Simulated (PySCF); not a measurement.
A geometry optimisation, step by step.

Species: C3H4N2.
Numbering: `[cH:1]1[cH:2][n:3][nH:4][cH:5]1` (hydrogens: H6 on C1; H7 on C2; H8 on N4; H9 on C5)

Computed by this run: PBE0-D3(BJ)/def2-SVP geometry optimisation, gas phase (PySCF 2.14.0); density fitting, grid level 1; the optimiser is geomeTRIC in internal coordinates, started from a GFN2-xTB structure. The frame can shift and turn from step to step; on so coarse a grid that alone can change the energy by a few meV, and forces under 0.02 eV/Å are noise.

Step 0: E = -6143.9200 eV, largest atomic force 0.852 eV/Å
```
atom  x, y, z in Å  |  force x, y, z in eV/Å
C1      0.157    0.994    0.103   -0.022  -0.036  -0.005
C2      1.218    0.097   -0.096   -0.501  -0.111   0.033
N3      0.777   -1.139   -0.206    0.088  -0.840  -0.106
N4     -0.544   -1.062   -0.084    0.468   0.297  -0.004
C5     -0.967    0.205    0.104    0.029  -0.049  -0.008
H6      0.212    2.056    0.226   -0.033   0.654   0.080
H7      2.266    0.307   -0.159    0.681   0.099  -0.048
H8     -1.102   -1.899   -0.135   -0.076  -0.157  -0.013
H9     -2.004    0.447    0.222   -0.636   0.144   0.071
```

Step 1: E = -6143.9498 eV, largest atomic force 0.178 eV/Å
```
atom  x, y, z in Å  |  force x, y, z in eV/Å
C1      0.156    1.026    0.043   -0.006   0.103   0.013
C2      1.215    0.114   -0.154    0.175   0.031  -0.011
N3      0.778   -1.133   -0.264    0.008   0.022   0.003
N4     -0.540   -1.033   -0.141   -0.122  -0.117  -0.002
C5     -0.975    0.234    0.045   -0.058  -0.001   0.004
H6      0.207    2.106    0.166    0.003  -0.047  -0.007
H7      2.285    0.322   -0.220   -0.072  -0.018   0.004
H8     -1.106   -1.872   -0.192    0.027   0.044   0.003
H9     -2.031    0.473    0.163    0.045  -0.017  -0.007
```

Step 2: E = -6143.9493 eV, largest atomic force 0.194 eV/Å
```
atom  x, y, z in Å  |  force x, y, z in eV/Å
C1      0.157    1.027    0.043   -0.025  -0.022  -0.001
C2      1.218    0.116   -0.154   -0.091  -0.063   0.001
N3      0.775   -1.129   -0.263    0.082  -0.099  -0.018
N4     -0.544   -1.036   -0.141    0.127   0.147   0.008
C5     -0.974    0.233    0.045   -0.089   0.038   0.011
H6      0.206    2.106    0.166   -0.007   0.002   0.000
H7      2.286    0.322   -0.220   -0.004  -0.013  -0.001
H8     -1.109   -1.874   -0.191    0.013   0.002  -0.001
H9     -2.029    0.472    0.162   -0.006   0.010   0.001
```

Step 3: E = -6143.9500 eV, largest atomic force 0.078 eV/Å
```
atom  x, y, z in Å  |  force x, y, z in eV/Å
C1      0.156    1.027    0.043   -0.007  -0.003   0.000
C2      1.218    0.115   -0.154   -0.057  -0.018   0.003
N3      0.777   -1.131   -0.263    0.034  -0.050  -0.009
N4     -0.543   -1.035   -0.141    0.049   0.060   0.004
C5     -0.975    0.234    0.045   -0.019   0.012   0.002
H6      0.206    2.106    0.166   -0.002   0.004   0.000
H7      2.286    0.321   -0.220    0.002  -0.005   0.000
H8     -1.107   -1.873   -0.191    0.004  -0.004   0.000
H9     -2.030    0.472    0.162   -0.004   0.004   0.000
```

Step 4: E = -6143.9499 eV, largest atomic force 0.105 eV/Å
```
atom  x, y, z in Å  |  force x, y, z in eV/Å
C1      0.156    1.029    0.043   -0.003  -0.072  -0.008
C2      1.215    0.114   -0.154    0.101   0.028  -0.006
N3      0.777   -1.133   -0.263   -0.003   0.035   0.006
N4     -0.541   -1.035   -0.140   -0.032   0.011   0.004
C5     -0.974    0.234    0.045   -0.060   0.003   0.005
H6      0.207    2.108    0.165    0.002  -0.010  -0.002
H7      2.283    0.319   -0.219    0.000   0.001   0.000
H8     -1.106   -1.872   -0.191   -0.003   0.006   0.001
H9     -2.029    0.472    0.161   -0.001  -0.002  -0.001
```

Step 5: E = -6143.9501 eV, largest atomic force 0.046 eV/Å
```
atom  x, y, z in Å  |  force x, y, z in eV/Å
C1      0.156    1.027    0.042    0.001  -0.022  -0.003
C2      1.216    0.114   -0.154    0.043   0.017  -0.002
N3      0.778   -1.132   -0.263   -0.010   0.017   0.005
N4     -0.541   -1.034   -0.140   -0.017  -0.010   0.000
C5     -0.975    0.234    0.045   -0.018   0.001   0.001
H6      0.207    2.106    0.165    0.001  -0.004  -0.002
H7      2.284    0.320   -0.219   -0.002   0.000   0.001
H8     -1.106   -1.872   -0.191   -0.001   0.003   0.001
H9     -2.030    0.472    0.161    0.001  -0.002  -0.001
```

Step 6: E = -6143.9501 eV, largest atomic force under 0.02 eV/Å
```
atom  x, y, z in Å  |  force x, y, z in eV/Å
C1      0.156    1.027    0.042   -0.001  -0.004  -0.001
C2      1.217    0.114   -0.154   -0.006  -0.001   0.002
N3      0.777   -1.132   -0.262    0.000  -0.005  -0.002
N4     -0.542   -1.034   -0.140    0.009   0.007   0.002
C5     -0.975    0.234    0.044   -0.003   0.003   0.000
H6      0.207    2.106    0.164    0.000   0.001  -0.001
H7      2.285    0.320   -0.219    0.001  -0.001   0.001
H8     -1.106   -1.872   -0.190    0.000  -0.001   0.001
H9     -2.030    0.473    0.161   -0.001   0.001  -0.001
```

**Question.** Summarise the path.

**Answer.** The energy falls by 2.91 kJ/mol from step 0 to step 6; nine tenths of that is first reached at step 1. It rises by more than 0.2 meV at step 2. The largest force goes from 0.852 to under 0.02 eV/Å. Among the bonds C2–H7 changes most, from 1.072 to 1.090 Å; the atoms move by 0.015 Å rms after alignment.

**Question.** Follow the three bonds and two angles with the largest change from start to end.

**Answer.** 
```json
{"step": "0", "E above end (kJ/mol)": "2.91", "largest force (eV/Å)": "0.852", "C2–H7 (Å)": "1.072", "C1–H6 (Å)": "1.070", "C5–H9 (Å)": "1.071", "N3–N4–C5 (°)": "112.3", "C2–N3–N4 (°)": "105.6"}
{"step": "1", "E above end (kJ/mol)": "0.04", "largest force (eV/Å)": "0.178", "C2–H7 (Å)": "1.092", "C1–H6 (Å)": "1.088", "C5–H9 (Å)": "1.089", "N3–N4–C5 (°)": "113.7", "C2–N3–N4 (°)": "104.5"}
{"step": "2", "E above end (kJ/mol)": "0.08", "largest force (eV/Å)": "0.194", "C2–H7 (Å)": "1.090", "C1–H6 (Å)": "1.087", "C5–H9 (Å)": "1.088", "N3–N4–C5 (°)": "113.2", "C2–N3–N4 (°)": "105.0"}
{"step": "3", "E above end (kJ/mol)": "0.01", "largest force (eV/Å)": "0.078", "C2–H7 (Å)": "1.090", "C1–H6 (Å)": "1.087", "C5–H9 (Å)": "1.088", "N3–N4–C5 (°)": "113.4", "C2–N3–N4 (°)": "104.8"}
{"step": "4", "E above end (kJ/mol)": "0.03", "largest force (eV/Å)": "0.105", "C2–H7 (Å)": "1.090", "C1–H6 (Å)": "1.087", "C5–H9 (Å)": "1.088", "N3–N4–C5 (°)": "113.6", "C2–N3–N4 (°)": "104.5"}
{"step": "5", "E above end (kJ/mol)": "0.00", "largest force (eV/Å)": "0.046", "C2–H7 (Å)": "1.090", "C1–H6 (Å)": "1.087", "C5–H9 (Å)": "1.088", "N3–N4–C5 (°)": "113.6", "C2–N3–N4 (°)": "104.6"}
{"step": "6", "E above end (kJ/mol)": "0.00", "largest force (eV/Å)": "under 0.02", "C2–H7 (Å)": "1.090", "C1–H6 (Å)": "1.087", "C5–H9 (Å)": "1.088", "N3–N4–C5 (°)": "113.6", "C2–N3–N4 (°)": "104.6"}
```

What follows is the cost of the whole optimisation. Hardware: one thread, Arm Neoverse V1 (aarch64), shared host. Cost: 12 s wall, 0.42 GiB resident at most.
